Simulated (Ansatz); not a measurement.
# MoS2/WS2: short-period superlattices, part 2 of 4

How do the layer thicknesses change the gap of MoS2/WS2? The crystals are MoS2 3R layers and WS2 3R layers, on a common net of side 3.17 Å (+0.0 % and +0.0 % against typed lattice constants near PBE's). Layer spacings come from each crystal relaxed along the normal on that net, and the joins take the mean spacing. The stacks are then relaxed. The first steps treat the bulk crystals alone.

Ansatz 0.2.0; PBE+D3(BJ) DFT, plane waves, PAW files (the session's first sound run).

So far, gap on path (eV): step 3 (band edges, crystal MoS2 3R layers) 0.750.

## (4) Relaxing along the normal, crystal WS2 3R layers

This step: PBE+D3(BJ) DFT, plane waves, PAW files (Ansatz 0.2.0).

System of this step: WS2. It takes space group R3m (No. 160, trigonal). The conventional cell has a = 3.170 Å, b = 3.170 Å, c = 18.500 Å, α = 90.00°, β = 90.00°, γ = 120.00°. S has 3 W at 2.41 Å nearest. Nearest to W lie 6 S at 2.41 Å. Nearest to S lie 3 W at 2.41 Å. Farther neighbours and most contacts between anions are not listed.

The crystal is held to the common net and relaxed along the normal.

File input.yaml:

```yaml
crystal:
  lattice:
    - [3.17, 0.0, 0.0]
    - [-1.585, 2.74530053, 0.0]
    - [0.0, 0.0, 18.5]
  atoms:
    - { symbol: S, position: [0.3333333333, 0.6666666667, 0.0] }
    - { symbol: W, position: [0.0, 0.0, 0.0848648649] }
    - { symbol: S, position: [0.3333333333, 0.6666666667, 0.1697297297] }
    - { symbol: S, position: [0.0, 0.0, 0.3333333333] }
    - { symbol: W, position: [0.6666666667, 0.3333333333, 0.4181981982] }
    - { symbol: S, position: [0.0, 0.0, 0.5030630631] }
    - { symbol: S, position: [0.6666666667, 0.3333333333, 0.6666666667] }
    - { symbol: W, position: [0.3333333333, 0.6666666667, 0.7515315315] }
    - { symbol: S, position: [0.6666666667, 0.3333333333, 0.8363963964] }
kpoints:
  mp_grid: { grid: [8, 8, 2] }
scf:
  occupations: { method: fixed }
  max_iter: 120
hamiltonian:
  xc: pbe
  dispersion: d3bj
output: {}
relax:
  f_tol: 0.01
  max_steps: 40
  cell: { fix: [a, b, angles] }
```

Command:

```
> ansatz run input.yaml --threads 4 --pin off --max-ram 8192MiB --backend cpu --events-out ev --progress --plain --runs-dir out
```

Numbers of over 12 decimals in the logs are rounded to 6 here.

Log:

```text
[...]
Crystal: 9 atoms, lattice volume = 160.998 Å³
Basis set: ecut = 420 eV, 3157 PW (Γ), exchange–correlation on 48×48×250 points (8 copies of the dense FFT grid, shifted against one another)
Bands: 48, of which v1, the nominal top of the filled ones, is band 39 counted from 1 (38 counted from 0)
Symmetry: 18 space group operations
[...]
k-points: 20 of 128 (time reversal used)
[...]
SCF iter   1: F=—  HF=-36577.943568 eV  |F-HF|=—  |Δ(HF+E_count)|=         —  Δρ=5.12e-3  dr2=2.04e-2  ethr=1.77e-3  ⟨swp⟩=5.0  Hψ=3527  notcnv=0  defer=102
[...]
SCF iter   6: F=-36577.958153 eV  HF=-36577.958153 eV  |F-HF|=3.16e-8  |Δ(HF+E_count)|=   4.39e-7  Δρ=5.78e-6  dr2=8.16e-8  ethr=1.28e-10  ⟨swp⟩=5.0  Hψ=3668  notcnv=0
SCF 1 converged in 6 iterations: F = -36577.958153 eV  dr2 = 8.16e-8
[...]
relax step   1: F+E_penalty+E_count = -36577.95815296 eV  Δ(F+E_penalty+E_count) = +0.000e0 eV  max|allowed force component| = 2.746e-2 eV/Å  Δτ_max = 0.0000 Å  P = -1.205 GPa  Ω = 160.998 Å³  fix = [a, b, alpha, beta, gamma]  reactions: a -1.355, b -1.355 GPa  (6 SCF iters, dr2 threshold 1.00e-7 eV, accepted)
Crystal: 9 atoms, lattice volume = 155.289 Å³
Basis set: ecut = 420 eV, 3035 PW (Γ), exchange–correlation on 48×48×250 points (8 copies of the dense FFT grid, shifted against one another)
[...]
SCF iter   6: F=-36577.965947 eV  HF=-36577.965946 eV  |F-HF|=3.58e-7  |Δ(HF+E_count)|=   7.26e-6  Δρ=9.67e-6  dr2=1.85e-7  ethr=1.15e-9  ⟨swp⟩=4.0  Hψ=3836  notcnv=0
SCF 2 converged in 6 iterations: F = -36577.965947 eV  dr2 = 1.85e-7
relax step   2: F+E_penalty+E_count = -36577.96594672 eV  Δ(F+E_penalty+E_count) = -7.794e-3 eV  max|allowed force component| = 7.344e-2 eV/Å  Δτ_max = 0.0570 Å  P = -0.706 GPa  Ω = 155.289 Å³  energy of the carried Pulay correction = +1.022e-3 eV  fix = [a, b, alpha, beta, gamma]  reactions: a -1.202, b -1.202 GPa  (6 SCF iters, dr2 threshold 9.00e-7 eV, accepted)
Crystal: 9 atoms, lattice volume = 157.729 Å³
Basis set: ecut = 420 eV, 3061 PW (Γ), exchange–correlation on 48×48×250 points (8 copies of the dense FFT grid, shifted against one another)
[...]
SCF iter   6: F=-36577.971353 eV  HF=-36577.971353 eV  |F-HF|=2.81e-8  |Δ(HF+E_count)|=   2.02e-6  Δρ=6.22e-6  dr2=8.42e-8  ethr=4.32e-10  ⟨swp⟩=5.5  Hψ=3576  notcnv=0
SCF 3 converged in 6 iterations: F = -36577.971353 eV  dr2 = 8.42e-8
relax step   3: F+E_penalty+E_count = -36577.97135332 eV  Δ(F+E_penalty+E_count) = -5.407e-3 eV  max|allowed force component| = 5.361e-2 eV/Å  Δτ_max = 0.0283 Å  P = -0.622 GPa  Ω = 157.729 Å³  energy of the carried Pulay correction = +5.807e-4 eV  fix = [a, b, alpha, beta, gamma]  reactions: a -1.067, b -1.067 GPa  (6 SCF iters, dr2 threshold 3.37e-7 eV, accepted)
[...]
relax step   4: F+E_penalty+E_count = -36577.97181471 eV  Δ(F+E_penalty+E_count) = -4.614e-4 eV  max|allowed force component| = 3.594e-3 eV/Å  Δτ_max = 0.0050 Å  P = -0.785 GPa  Ω = 157.430 Å³  energy of the carried Pulay correction = +6.344e-4 eV  fix = [a, b, alpha, beta, gamma]  reactions: a -1.181, b -1.181 GPa  (5 SCF iters, dr2 threshold 1.80e-7 eV, accepted)
[...]
SCF iter   6: F=-36577.971232 eV  HF=-36577.971232 eV  |F-HF|=2.91e-11  |Δ(HF+E_count)|=  1.53e-10  Δρ=5.57e-8  dr2=6.88e-12  ethr=1.00e-12  ⟨swp⟩=4.9  Hψ=3182  notcnv=0
SCF 5 converged in 6 iterations: F = -36577.971232 eV  dr2 = 6.88e-12
relax step   5: F+E_penalty+E_count = -36577.97123179 eV  Δ(F+E_penalty+E_count) = +5.829e-4 eV  max|allowed force component| = 3.616e-3 eV/Å  Δτ_max = 0.0000 Å  P = -0.786 GPa  Ω = 157.430 Å³  fix = [a, b, alpha, beta, gamma]  reactions: a -1.181, b -1.181 GPa  stress off target by 3.96e-3 GPa on what of the cell is left free  SCF on the basis re-selected at this cell (its energy is not comparable with the rows above)  (6 SCF iters)
[...]
SCF converged after 6 iterations
Free energy (F): -36577.971232 eV
[...]
Internal energy: -36577.971232 eV  (E = F + TS)
E sigma→0 (E₀):  -36577.971232 eV
Fermi energy:    12.105883 eV
[...]
--- Forces (eV/Å), atoms counted from 1 ---
  atom   1  S     -0.00000000     0.00000000    -0.00336134
  atom   2  W      0.00000000     0.00000000     0.00361557
  atom   3  S      0.00000000     0.00000000    -0.00025490
  atom   4  S      0.00000000     0.00000000    -0.00336134
  atom   5  W      0.00000000     0.00000000     0.00361557
  atom   6  S     -0.00000000     0.00000000    -0.00025490
  atom   7  S      0.00000000     0.00000000    -0.00336134
  atom   8  W      0.00000000    -0.00000000     0.00361557
  atom   9  S      0.00000000    -0.00000000    -0.00025490
  max |Σ_I F_I| component: 1.99e-6 eV/Å
--- Stress (GPa, compression-positive) ---
       -1.181034      -0.000000       0.000000
       -0.000000      -1.181034      -0.000000
       -0.000000       0.000000       0.003962
  P = ⅓ Tr σ = -0.7860 GPa (-7.860 kbar)
--- Relaxed structure (4 steps of the walk, 4 accepted, 1 SCFs on fresh bases) ---
[...]
cell:  # Å, volume = 157.4296 Å³
    - [3.170000, 0, 0]
    - [-1.585000, 2.745301, 0]
    - [0, 0, 18.089944]
  atoms:
    - { symbol: S, position: [0.333333, 0.666667, -0.00180375] }
    - { symbol: W, position: [0, 0, 0.084838] }
    - { symbol: S, position: [0.333333, 0.666667, 0.171560] }
    - { symbol: S, position: [0, 0, 0.331530] }
    - { symbol: W, position: [0.666667, 0.333333, 0.418171] }
    - { symbol: S, position: [0, 0, 0.504894] }
    - { symbol: S, position: [0.666667, 0.333333, 0.664863] }
    - { symbol: W, position: [0.333333, 0.666667, 0.751505] }
    - { symbol: S, position: [0.666667, 0.333333, 0.838227] }
```

Run time: 11 s. Hardware: 4 threads of Arm Neoverse V2, shared host; peak memory 0.52 GiB; 41 s of CPU time.

Relaxation path:

```tsv
step	energy less that of the first step (eV)	largest force component (eV/Å)	pressure (GPa)	volume (Å³)
1	0.0000	0.0275	-1.20	161.00
2	-0.0078	0.0734	-0.71	155.29
3	-0.0132	0.0536	-0.62	157.73
4	-0.0137	0.0036	-0.79	157.43
5*	-0.0131	0.0036	-0.79	157.43
```

Relaxation steps marked * repeat the geometry before them on a plane-wave basis chosen anew for their cell, so energy and pressure can jump there.

Forces are held to the 18 operations that the run works with; a distortion that breaks them can't arise in this run.

```tsv
conventional cell, symmetrised	before	after	change
a (Å)	3.170	3.170	+0.0 %
b (Å)	3.170	3.170	+0.0 %
c (Å)	18.500	18.090	-2.2 %
volume (Å³/atom)	17.89	17.49	-2.2 %
```

The atoms that moved most (Å, as changes of fractional coordinates times the final cell):

```tsv
atom	dx	dy	dz	length
S3	0.000	0.000	0.033	0.033
S6	0.000	0.000	0.033	0.033
S9	0.000	0.000	0.033	0.033
S7	0.000	0.000	-0.033	0.033
S4	0.000	0.000	-0.033	0.033
S1	0.000	0.000	-0.033	0.033
```

Numbers from this step:

```
free energy  : -36577.9712 eV
Fermi energy : 12.11 eV
pressure     : -0.7860 GPa
```

The relaxation ends with a largest force component of 0.0036 eV/Å.

## (5) Band edges, crystal WS2 3R layers

This step: PBE DFT, plane waves, PAW files (Ansatz 0.2.0).

The band edges of the next crystal.

File input.yaml:

```yaml
crystal:
  lattice:
    - [3.17, 0.0, 0.0]
    - [-1.585, 2.74530053, 0.0]
    - [0.0, 0.0, 18.0899435493]
  atoms:
    - { symbol: S, position: [0.3333333333, 0.6666666667, -0.0018037482] }
    - { symbol: W, position: [0.0, 0.0, 0.0848378629] }
    - { symbol: S, position: [0.3333333333, 0.6666666667, 0.1715604799] }
    - { symbol: S, position: [0.0, 0.0, 0.3315295851] }
    - { symbol: W, position: [0.6666666667, 0.3333333333, 0.4181711963] }
    - { symbol: S, position: [0.0, 0.0, 0.5048938132] }
    - { symbol: S, position: [0.6666666667, 0.3333333333, 0.6648629185] }
    - { symbol: W, position: [0.3333333333, 0.6666666667, 0.7515045296] }
    - { symbol: S, position: [0.6666666667, 0.3333333333, 0.8382271465] }
kpoints:
  mp_grid: { grid: [12, 12, 2] }
  band_path: { path: [VBM, CBM], npoints: 24 }
scf:
  occupations: { method: fixed }
  max_iter: 120
hamiltonian:
  xc: pbe
output:
  eigenvalues: true
checkpoint:
  write: WS2.run
  compress: false
  write_wavefunctions: false
```

Log:

```text
[...]
Crystal: 9 atoms, lattice volume = 157.430 Å³
Basis set: ecut = 420 eV, 3049 PW (Γ)
Bands: 48, of which v1, the nominal top of the filled ones, is band 39 counted from 1 (38 counted from 0)
Symmetry: 18 space group operations
[...]
k-points: 38 of 288 (time reversal used)
[...]
SCF iter   1: F=—  HF=-36574.050518 eV  |F-HF|=—  |Δ(HF+E_count)|=         —  Δρ=5.09e-3  dr2=1.55e-2  ethr=1.77e-3  ⟨swp⟩=5.0  Hψ=6713  notcnv=0  defer=198
[...]
SCF iter   7: F=-36574.065912 eV  HF=-36574.065912 eV  |F-HF|=4.74e-9  |Δ(HF+E_count)|=   1.13e-7  Δρ=1.52e-6  dr2=5.78e-9  ethr=1.28e-10  ⟨swp⟩=8.9  Hψ=5874  notcnv=0
SCF 1 converged in 7 iterations: F = -36574.065912 eV  dr2 = 5.78e-9
[...]
SCF converged after 7 iterations
Free energy (F): -36574.065912 eV
[...]
Internal energy: -36574.065912 eV  (E = F + TS)
E sigma→0 (E₀):  -36574.065912 eV
Fermi energy:    12.105937 eV
[...]
--- Band table (eV; the first three rows and the last of 38) ---
  k-point 0: bands = [... 35 lower, 10.6931, 10.7859, 11.9715, 11.9715, 14.1600, 14.1600, 14.2240, 14.2240, ... 5 higher]
  k-point 1: bands = [... 35 lower, 9.7387, 11.5302, 11.5302, 12.1059, 14.1801, 14.1801, 14.1801, 14.1801, ... 5 higher]
  k-point 2: bands = [... 35 lower, 10.7668, 10.8165, 11.7547, 11.7630, 14.0827, 14.1527, 14.1614, 14.1637, ... 5 higher]
  k-point 37: bands = [... 35 lower, 8.9532, 11.3403, 11.3403, 11.3403, 13.1980, 13.1980, 13.1980, 14.5086, ... 5 higher]
```

It took 27 s on 4 threads; peak memory 0.54 GiB.

This step gave:

```
free energy         : -36574.0659 eV
gap on the k-mesh   : 0.9105 eV
gap on path         : 0.8970 eV, by band count; negative where bands overlap
edge places on path : 0, 0.7280 1/A along the path
```

Electronic bands along the path, in eV, zero at the Fermi level (highest filled level under fixed occupations); v1 is the highest filled band, c1 the lowest empty one:

```tsv
point	v4	v3	v2	v1	c1	c2	c3	c4
VBM	-2.37	-0.58	-0.57	0.00	2.07	2.07	2.07	2.07
halfway	-1.63	-1.13	-0.87	-0.79	1.52	1.72	1.80	1.94
CBM	-1.97	-1.69	-1.69	-1.62	0.90	1.48	1.48	2.05
```

The searched edges give 0.897 eV, against 0.911 eV on the mesh.

## (6) Relaxation, stack MoS2 6 / WS2 6, atomic layers of each crystal 6×6

This step: PBE+D3(BJ) DFT, plane waves, PAW files (Ansatz 0.2.0).

System of this step: MoS2 (6) / WS2 (6). The cell holds 12 atoms: 8 S, 2 Mo and 2 W. Cell: a = 3.170 Å, b = 3.170 Å, c = 24.090 Å, α = 86.2°, β = 93.8°, γ = 120.0°. Regions: 0: MoS2, 6 atoms (4 S and 2 Mo); 1: WS2, 6 atoms (4 S and 2 W). The structure's axis is c.

The stack is relaxed at a fixed cell, since the spacings at the joins were only estimated. The total length stays as laid.

File input.yaml:

```yaml
crystal:
  lattice:
    - [3.17, 0.0, 0.0]
    - [-1.585, 2.74530053, 0.0]
    - [-1.585, 0.9151001767, 24.0201013772]
  atoms:
    - { symbol: S, position: [0.3333333333, 0.6666666667, 0.0] }
    - { symbol: Mo, position: [0.0216064145, -0.0216064145, 0.0648192436] }
    - { symbol: S, position: [0.3765700317, 0.6234299683, 0.129710095] }
    - { symbol: S, position: [0.0829870145, -0.0829870145, 0.2489610436] }
    - { symbol: Mo, position: [0.7712600957, 0.2287399043, 0.3137802872] }
    - { symbol: S, position: [0.1262237129, -0.1262237129, 0.3786711386] }
    - { symbol: S, position: [0.8328447762, 0.1671552238, 0.4985343287] }
    - { symbol: W, position: [0.5212618626, 0.4787381374, 0.5637855877] }
    - { symbol: S, position: [0.8763659511, 0.1236340489, 0.6290978534] }
    - { symbol: S, position: [0.5831910951, 0.4168089049, 0.7495732852] }
    - { symbol: W, position: [0.2716081814, -0.2716081814, 0.8148245441] }
    - { symbol: S, position: [0.62671227, 0.37328773, 0.8801368099] }
kpoints:
  mp_grid: { grid: [12, 12, 2] }
scf:
  occupations: { method: fixed }
  max_iter: 120
hamiltonian:
  xc: pbe
  dispersion: d3bj
output:
  eigenvalues: false
  forces: true
relax:
  f_tol: 0.02
  max_steps: 40
```

Log:

```text
Warning: crystal.symmetry: narrowed to the stabiliser of the k-point mesh — unitary ops 6 → 2; excluded 4 operations that carry a point of the 12×12×2 mesh (shift [0, 0, 0]) off the mesh (the run samples exactly the mesh kpoints.mp_grid names, as under crystal.symmetry.detect: false, and its converged state has the mesh's symmetry, not the crystal's; ε∞, the Born charges and the force constants of a linear response (`dielectric:` by the response, `phonons.method: dfpt`) are averaged over those of the crystal's operations that the state keeps within a tolerance, where `mesh_tensors`, `unaveraged_element` or `gamma_mean_max_change_ev_ang2` stands beside them; [rest of the remark cut]
settings of this run that can trade accuracy for cost: output.eigenvalues: false. Do not mix this run's numbers with those of runs without the same settings; the input reference describes each key
[...]
Crystal: 12 atoms, lattice volume = 209.037 Å³
Basis set: ecut = 420 eV, 4077 PW (Γ), exchange–correlation on 48×48×324 points (8 copies of the dense FFT grid, shifted against one another)
Bands: 64, of which v1, the nominal top of the filled ones, is band 52 counted from 1 (51 counted from 0)
Symmetry: 2 space group operations
k-points: 86 of 288 (time reversal used)
[...]
SCF iter   1: F=—  HF=-37913.392721 eV  |F-HF|=—  |Δ(HF+E_count)|=         —  Δρ=5.38e-3  dr2=5.72e-2  ethr=1.77e-3  ⟨swp⟩=5.0  Hψ=19361  notcnv=0  defer=720
[...]
SCF iter   6: F=-37913.409349 eV  HF=-37913.409350 eV  |F-HF|=5.45e-7  |Δ(HF+E_count)|=   2.50e-5  Δρ=4.98e-5  dr2=6.81e-6  ethr=9.62e-9  ⟨swp⟩=3.8  Hψ=21076  notcnv=0
SCF 1 converged in 6 iterations: F = -37913.409349 eV  dr2 = 6.81e-6
[...]
relax step   1: F+E_penalty+E_count = -37913.40934932 eV  Δ(F+E_penalty+E_count) = +0.000e0 eV  max|allowed force component| = 4.976e-3 eV/Å  Δτ_max = 0.0000 Å  (6 SCF iters, dr2 threshold 1.00e-5 eV, accepted)
[...]
SCF iter   4: F=-37913.409353 eV  HF=-37913.409353 eV  |F-HF|=2.56e-8  |Δ(HF+E_count)|=   2.75e-7  Δρ=2.85e-6  dr2=4.60e-8  ethr=9.62e-11  ⟨swp⟩=3.0  Hψ=20850  notcnv=0
SCF 2 converged in 4 iterations: F = -37913.409353 eV  dr2 = 4.60e-8
relax step   2: F+E_penalty+E_count = -37913.40935277 eV  Δ(F+E_penalty+E_count) = -3.453e-6 eV  max|allowed force component| = 5.091e-3 eV/Å  Δτ_max = 0.0000 Å  (4 SCF iters, accepted)
SCF converged after 4 iterations
Free energy (F): -37913.409353 eV
[...]
Internal energy: -37913.409353 eV  (E = F + TS)
E sigma→0 (E₀):  -37913.409353 eV
Fermi energy:    11.840179 eV
[...]
--- Forces (eV/Å), atoms counted from 1 ---
  atom   1  S     -0.00000038     0.00000022    -0.00046129
  atom   2  Mo     0.00000017    -0.00000010     0.00085808
  atom   3  S      0.00000031    -0.00000018    -0.00144244
  atom   4  S     -0.00000040     0.00000023    -0.00132050
  atom   5  Mo     0.00000018    -0.00000010     0.00372781
  atom   6  S      0.00000031    -0.00000018    -0.00470359
  atom   7  S     -0.00000058     0.00000033    -0.00329259
  atom   8  W      0.00000042    -0.00000024     0.00509073
  atom   9  S      0.00000007    -0.00000004     0.00012499
  atom  10  S     -0.00000045     0.00000026    -0.00374510
  atom  11  W      0.00000029    -0.00000017     0.00316871
  atom  12  S      0.00000023    -0.00000013     0.00199337
  max |Σ_I F_I| component: 1.83e-6 eV/Å
--- Relaxed structure (2 steps of the walk, 2 accepted, 0 SCFs on fresh bases) ---
  F+E_penalty+E_count = -37913.40935277 eV   max|allowed force component| = 5.091e-3 eV/Å
  atoms:
    - { symbol: S, position: [0.333333, 0.666667, 0] }
    - { symbol: Mo, position: [0.021606, -0.021606, 0.0648192436] }
    - { symbol: S, position: [0.376570, 0.623430, 0.129710095] }
    - { symbol: S, position: [0.082987, -0.082987, 0.248961] }
    - { symbol: Mo, position: [0.771260, 0.228740, 0.3137802872] }
    - { symbol: S, position: [0.126224, -0.126224, 0.378671] }
    - { symbol: S, position: [0.832845, 0.167155, 0.498534] }
    - { symbol: W, position: [0.521262, 0.478738, 0.5637855877] }
    - { symbol: S, position: [0.876366, 0.123634, 0.629098] }
    - { symbol: S, position: [0.583191, 0.416809, 0.749573] }
    - { symbol: W, position: [0.271608, -0.271608, 0.814825] }
    - { symbol: S, position: [0.626712, 0.373288, 0.8801368099] }
[...]
```

Elapsed: 29 s, on 4 threads; peak memory 1.1 GiB.

Hardly anything moved in the relaxation; the energy changed by under 0.2 meV an atom.

This step gave:

```yaml
free_energy: -37913.4094 eV
fermi_energy: 11.84 eV
```

The largest force component on a free atom ends at 0.0051 eV/Å.

(Part 2 of 4 ends here.)

[Logs are printed without paths, hosts, clocks, repeated set-up lines and the standing remarks that a program may print on its own settings, such as how far it seeks lower states.]

[Hosts, paths, dates, database ids (printed as entryN), source tags and the programs' standing remarks are cut or masked in the printed files.]
